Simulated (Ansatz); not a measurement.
Wires are cut from relaxed bulk GaN (F-43m, not its usual structure, 11.76 Å³/atom, gap on the mesh 1.54 eV); atoms and period are relaxed, and energies count from that bulk. Caps count from half an H2 molecule.

These are results of Ansatz 0.2.0, DFT PBE, scalar-relativistic, plane waves, PAW, not measurements.

Cutoff 420 eV, Gaussian smearing of 0.05 eV, energies at zero smearing, symmetry of each start kept, no spin polarisation.

```json
{"start": "[110] wire, 4 host atoms a period with H caps", "atoms": "10", "k mesh": "1×1×10", "excess energy (eV per host atom)": "0.031", "line energy (eV/Å)": "0.038", "period (Å)": "3.262", "gap on the mesh (eV)": "3.58", "highest filled level or Fermi level under vacuum (eV)": "-"}
{"start": "[110] wire, 12 host atoms a period with H caps*", "atoms": "22", "k mesh": "1×1×10", "excess energy (eV per host atom)": "0.095", "line energy (eV/Å)": "0.349", "period (Å)": "3.256", "gap on the mesh (eV)": "0.98", "highest filled level or Fermi level under vacuum (eV)": "4.65"}
{"start": "[110] wire, 16 host atoms a period with H caps", "atoms": "28", "k mesh": "1×1×10", "excess energy (eV per host atom)": "0.111", "line energy (eV/Å)": "0.543", "period (Å)": "3.263", "gap on the mesh (eV)": "0.63", "highest filled level or Fermi level under vacuum (eV)": "-"}
```

A dash: not computed, or not clear enough to read.

* ends far from its start.

Each run keeps its start's symmetry and one magnetic start, so lower states can exist.